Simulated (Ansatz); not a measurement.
**AlCo (Pm-3m): all-electron equation of state from a Python script**

Where is the equilibrium volume of AlCo (Pm-3m) with all electrons, and how stiff is it? Wanted for AlCo (Pm-3m): an all-electron equation of state.

Computed with the Python package of Ansatz 0.2.0. Level of theory: DFT PBE, all-electron LAPW.

## Step 1: The structure

Symmetry: Pm-3m, No. 221, cubic system. Conventional cell: a = 2.819 Å, b = 2.819 Å, c = 2.819 Å, α = 90.00°, β = 90.00°, γ = 90.00°. Around Al (site symmetry m-3m) lie 8 Co at 2.44 Å. Co (site symmetry m-3m) is surrounded by 8 Al at 2.44 Å.

No structure file is read: the coordinates are typed or built in the script.

## Step 2: Script

Input file eos_lapw_alco.py:

```python
"""All-electron equation of state of AlCo."""

import warnings

import ansatz as az
from ase.eos import EquationOfState
from ase.units import GPa
import numpy as np

vectors0 = np.array([
    [2.8194, 0.0, 0.0],
    [0.0, 2.8194, 0.0],
    [0.0, 0.0, 2.8194],
])
sites = [
    ("Al", [0.0, 0.0, 0.0], 0.0),
    ("Co", [0.5, 0.5, 0.5], 2.5),
]


def build(cell):
    crystal = az.Crystal(lattice=az.Lattice.of(cell))
    for symbol, position, moment in sites:
        crystal = crystal.atom(symbol, position, moment=moment or None)
    return crystal

warnings.simplefilter("ignore", az.DeckWarning)

volumes, energies = [], []
for scale in np.linspace(0.94, 1.06, 7):
    cell = vectors0 * scale ** (1 / 3)
    base = (
        build(cell).calculation()
        .functional("pbe")
        .occupations("Fermi-Dirac")
        .spin(az.SpinTreatment.COLLINEAR)
        .kpoints(8, 8, 8)
        .pseudopotentials("all_electron", lapw=True)
    )
    data = base.run().report
    volumes.append(abs(np.linalg.det(cell)) / len(sites))
    energies.append(data["free_energy_ev"] / len(sites))
    print(f"{scale:.3f} {volumes[-1]:9.4f} A^3/atom {energies[-1]:16.5f} eV/atom  (estimated basis error {1000 * data['lapw_basis_errors']['total_ev_per_atom']:.2f} meV/atom)")
v0, e0, bulk = EquationOfState(volumes, energies, eos="birchmurnaghan").fit()
print(f"V0 = {v0:.4f} A^3/atom, B0 = {bulk / GPa:.1f} GPa")
```

## Step 3: The input behind the calls

The package turns the script's settings into the engine's input (first run):

```yaml
crystal:
  lattice:
    - [2.761845074912654, 0.0, 0.0]
    - [0.0, 2.761845074912654, 0.0]
    - [0.0, 0.0, 2.761845074912654]
  atoms:
    - { symbol: Al, position: [0.0, 0.0, 0.0] }
    - { symbol: Co, position: [0.5, 0.5, 0.5], spin: 2.5 }
kpoints:
  mp_grid:
    grid: [8, 8, 8]
hamiltonian:
  xc: pbe
  pseudopotentials:
    kind: all_electron
    lapw: {}
magnetization:
  spin_polarized: true
scf:
  occupations:
    method: fermi_dirac
```

## Step 4: The run

Run with:

```sh
$ python eos_lapw_alco.py
```

The program printed:

```text
RunWarning: the starting moments were not kept: the SCF closed with an absolute magnetisation of 7.9e-7 μB, where they sum to 2.5 μB in size (1 site). That is at most 0.1 of that sum. Measured as dr2_m measures the in/out step, that magnetisation stands [...]
0.940   10.5334 A^3/atom     -22263.08351 eV/atom  (estimated basis error 0.07 meV/atom)
0.960   10.7575 A^3/atom     -22263.10956 eV/atom  (estimated basis error 0.07 meV/atom)
0.980   10.9816 A^3/atom     -22263.12852 eV/atom  (estimated basis error 0.07 meV/atom)
1.000   11.2057 A^3/atom     -22263.14107 eV/atom  (estimated basis error 0.07 meV/atom)
1.020   11.4298 A^3/atom     -22263.14783 eV/atom  (estimated basis error 0.07 meV/atom)
1.040   11.6540 A^3/atom     -22263.14938 eV/atom  (estimated basis error 0.07 meV/atom)
1.060   11.8781 A^3/atom     -22263.14622 eV/atom  (estimated basis error 0.07 meV/atom)
V0 = 11.6121 A^3/atom, B0 = 177.8 GPa
```

(Warnings from the package without file and line, shortened, repeats left out.)

Wall time 2.5 min (1 thread of Arm Neoverse V1, shared host); peak memory 0.51 GiB.

## Step 5: Inputs of later runs

The engine's inputs for some of the other runs:

Run 4, against run 1:

```diff
@@ -3,3 +3,3 @@
-    - [2.761845074912654, 0.0, 0.0]
-    - [0.0, 2.761845074912654, 0.0]
-    - [0.0, 0.0, 2.761845074912654]
+    - [2.8194, 0.0, 0.0]
+    - [0.0, 2.8194, 0.0]
+    - [0.0, 0.0, 2.8194]
```

Run 5, against run 1:

```diff
@@ -3,3 +3,3 @@
-    - [2.761845074912654, 0.0, 0.0]
-    - [0.0, 2.761845074912654, 0.0]
-    - [0.0, 0.0, 2.761845074912654]
+    - [2.8380720673337825, 0.0, 0.0]
+    - [0.0, 2.8380720673337825, 0.0]
+    - [0.0, 0.0, 2.8380720673337825]
```

Run 6, against run 1:

```diff
@@ -3,3 +3,3 @@
-    - [2.761845074912654, 0.0, 0.0]
-    - [0.0, 2.761845074912654, 0.0]
-    - [0.0, 0.0, 2.761845074912654]
+    - [2.8565016231306077, 0.0, 0.0]
+    - [0.0, 2.8565016231306077, 0.0]
+    - [0.0, 0.0, 2.8565016231306077]
```

## Step 6: The engine's runs

From the records of these 7 runs:

```tsv
run	volume (Å³/atom)	energy from run 6 (meV/atom)	SCF cycles	CPU time (s)
1	10.533	65.87	12	20
2	10.757	39.82	13	21
3	10.982	20.86	13	22
4	11.206	8.31	13	22
5	11.430	1.55	13	21
6	11.654	0.00	13	21
7	11.878	3.16	13	21
```

Energies are free energies F = E - TS of the smeared occupations. 

## Step 7: What came out

| quantity | value |
| --- | --- |
| runs compared | 7 |
| range of energy | 65.87 meV/atom |
| lowest point, volume (Å³/atom) | 11.654 |
| equilibrium volume (fit) | 11.61 Å³/atom |
| bulk modulus (fit) | 178 GPa |

**Reading.** A third-order Birch-Murnaghan fit through the 7 points has its minimum at 11.61 Å³ an atom, 3.6 % above the typed cell, with a bulk modulus of 178 GPa and dB/dP = 4.3. From that minimum the energy rises by 66.0 meV an atom on the compressed side and 3.2 meV on the expanded side. The window is off centre, so dB/dP is rough. Caveats:
- All-electron totals depend on functional, relativistic treatment and basis; only differences at equal settings carry meaning.
- The SCF didn't keep the moments it started from (some shrank, vanished or turned); what is printed is the state reached.
- For a metal this k-point mesh is coarse: on a finer one energies can move by several to tens of meV an atom and pressures by half a GPa or more, differences at one mesh by less.
- This cell is a computed structure, which may not be the phase found in nature. The starting moments were not kept in at least one run, so it stands on a weaker or other magnetic state than the one typed.
